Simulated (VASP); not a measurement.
# K, density of states: which settings are enough?

K, Im-3m (no. 229), 1 atom in the cell. AM05; PAW potentials K_sv (PBE set). VASP 6.6.1.

Wanted: density of states by 0.5 eV bins within 8 %; centre of the states within 12 eV below the valence top within 0.03 eV; states at the Fermi level within 8 %.

What the run is for: density of states; Accuracy asked: standard; k mesh of the density: 8 × 8 × 8.

POSCAR:
```
K
1.0
   -2.6975585167      2.6975585167      2.6975585167
    2.6975585167     -2.6975585167      2.6975585167
    2.6975585167      2.6975585167     -2.6975585167
K
1
Direct
    0.0000000000      0.0000000000      0.0000000000
```

The series start from Plane-wave cutoff (eV): 300; k-point mesh: 10 × 10 × 10; Energy points (NEDOS): 2001; Occupations for the DOS: ISMEAR=-5; Electronic threshold (eV): 1e-6; Precision mode (PREC): Accurate. Each series keeps the choices made before it, and each single choice may use up half of a tolerance. Times cover all steps of a run.

## Plane-wave cutoff (eV)

| Plane-wave cutoff (eV) | Density of states by 0.5 eV bins, largest deviation against the largest value | Centre of the states within 12 eV below the valence top (eV) | States at the Fermi level (states/eV/atom) | Time (s) |
|---|---|---|---|---|
| 210 | 0.85 % | -0.787 | 0.8438 | 14 |
| 260 | 0.26 % | -0.790 | 0.8415 | 20 |
| 300 | 0.18 % | -0.790 | 0.8414 | 19 |
| 340 | 0.089 % | -0.790 | 0.8414 | 22 |
| 420 | 0.042 % | -0.790 | 0.8413 | 28 |
| 520 (reference) | 0 % | -0.790 | 0.8413 | 43 |

Chosen: 210, the loosest value from which every tighter one stays within half of the tolerance.

## k-point mesh

| k-point mesh | Density of states by 0.5 eV bins, largest deviation against the largest value | Centre of the states within 12 eV below the valence top (eV) | States at the Fermi level (states/eV/atom) | Time (s) |
|---|---|---|---|---|
| 4 × 4 × 4 | 19 % | -0.608 | 2.034 | 8.8 |
| 5 × 5 × 5 | 12 % | -0.704 | 1.002 | 9.2 |
| 6 × 6 × 6 | 17 % | -0.741 | 1.11 | 9.6 |
| 8 × 8 × 8 | 11 % | -0.774 | 0.8985 | 11 |
| 10 × 10 × 10 | 7.8 % | -0.787 | 0.8438 | 14 |
| 11 × 11 × 11 | 6.4 % | -0.789 | 0.8367 | 14 |
| 14 × 14 × 14 | 3.2 % | -0.794 | 0.8138 | 19 |
| 17 × 17 × 17 | 1.1 % | -0.792 | 0.8121 | 26 |
| 21 × 21 × 21 (reference) | 0 % | -0.791 | 0.8122 | 40 |

Chosen: 14 × 14 × 14.

## Energy points (NEDOS)

| Energy points (NEDOS) | Density of states by 0.5 eV bins, largest deviation against the largest value | Centre of the states within 12 eV below the valence top (eV) | States at the Fermi level (states/eV/atom) | Time (s) |
|---|---|---|---|---|
| 301 | 1.1 % | -0.823 | 0.816 | 19 |
| 501 | 0.8 % | -0.802 | 0.8162 | 19 |
| 1001 | 0.2 % | -0.803 | 0.8112 | 19 |
| 2001 | 0.28 % | -0.794 | 0.8138 | 19 |
| 4001 (reference) | 0 % | -0.791 | 0.8151 | 20 |

Chosen: 501.

## Occupations for the DOS

| Occupations for the DOS | Density of states by 0.5 eV bins, largest deviation against the largest value | Centre of the states within 12 eV below the valence top (eV) | States at the Fermi level (states/eV/atom) | Time (s) |
|---|---|---|---|---|
| ISMEAR=-5 | 0 % | -0.802 | 0.8162 | 19 |
| ISMEAR=-4 | 0 % | -0.802 | 0.8162 | 19 |
| ISMEAR=0 SIGMA=0.05 | 5.8 % | -0.797 | 1.006 | 17 |
| ISMEAR=0 SIGMA=0.1 | 6.1 % | -0.802 | 0.8753 | 18 |
| ISMEAR=-15 SIGMA=0.025 | 0.035 % | -0.802 | 0.8162 | 20 |
| ISMEAR=1 SIGMA=0.1 | 6.1 % | -0.797 | 0.9563 | 18 |

Chosen: ISMEAR=-5; no other choice that stays within half of the tolerance saves 30 % of the time.

## Electronic threshold (eV)

| Electronic threshold (eV) | Density of states by 0.5 eV bins, largest deviation against the largest value | Centre of the states within 12 eV below the valence top (eV) | States at the Fermi level (states/eV/atom) | Time (s) |
|---|---|---|---|---|
| 0.001 | 0.37 % | -0.800 | 0.8175 | 15 |
| 0.0001 | 0.32 % | -0.802 | 0.8165 | 16 |
| 1e-5 | 0 % | -0.802 | 0.8162 | 17 |
| 1e-6 (reference) | 0 % | -0.802 | 0.8162 | 19 |

Chosen: 0.001.

## Precision mode (PREC)

| Precision mode (PREC) | Density of states by 0.5 eV bins, largest deviation against the largest value | Centre of the states within 12 eV below the valence top (eV) | States at the Fermi level (states/eV/atom) | Time (s) |
|---|---|---|---|---|
| Normal | 0.065 % | -0.800 | 0.8176 | 9.8 |
| Accurate (reference) | 0 % | -0.800 | 0.8175 | 15 |

Chosen: Normal.

## All choices together

| Input | Density of states by 0.5 eV bins, largest deviation against the largest value | Centre of the states within 12 eV below the valence top (eV) | States at the Fermi level (states/eV/atom) | Time (s) |
|---|---|---|---|---|
| defaults for smearing, thresholds and mesh (naive) | 33 % | -0.967 | 2.356 | 12 |
| chosen settings | 3.1 % | -0.800 | 0.8176 | 9.8 |
| reference settings throughout | 0 % | -0.793 | 0.8086 | 126 |

The tolerance is met.

## The input

INCAR.step1:
```
ALGO = Normal
EDIFF = 0.001
ENCUT = 210
GGA = AM
GGA_COMPAT = F
ISMEAR = 1
LASPH = T
LCHARG = T
LREAL = F
LWAVE = F
NBANDS = 18
NELM = 120
PREC = Normal
SIGMA = 0.1
```

INCAR.step2:
```
ALGO = Normal
EDIFF = 0.001
EMAX = 7.8335
EMIN = -17.1665
ENCUT = 210
GGA = AM
GGA_COMPAT = F
ICHARG = 11
ISMEAR = -5
LASPH = T
LCHARG = F
LORBIT = 11
LREAL = F
LWAVE = F
NBANDS = 18
NEDOS = 501
NELM = 120
PREC = Normal
```

KPOINTS.step1:
```
k-points
0
Gamma
  8 8 8
```

KPOINTS.step2:
```
Automatic mesh
0
Gamma
  14 14 14
  0 0 0
```

Commands (each step's output is kept before the next begins):
```
cat potpaw_PBE.64/K_sv/POTCAR > POTCAR
cp INCAR.step1 INCAR
cp KPOINTS.step1 KPOINTS
mpirun -np 1 vasp_std > vasp.out
cp INCAR.step2 INCAR
cp KPOINTS.step2 KPOINTS
mpirun -np 1 vasp_std > vasp.out
```

The chosen input took VASP 6.6.1 9.8 s on 1 core (AMD EPYC 9R45 (Zen 5)), a shared host.

## An input that fails: broadening that wipes out the structure

It runs to its end, but against the unchanged starting input it is off by 13 % in the density of states by 0.5 eV bins, 0.030 eV in the centre of the states within 12 eV below the valence top, 4.7 % in the states at the Fermi level.

Changes against the starting input:
```
(step 2)
- ISMEAR = -5
- NELM = 120
+ ISMEAR = 0
+ NELM = 82
+ SIGMA = 0.5
```
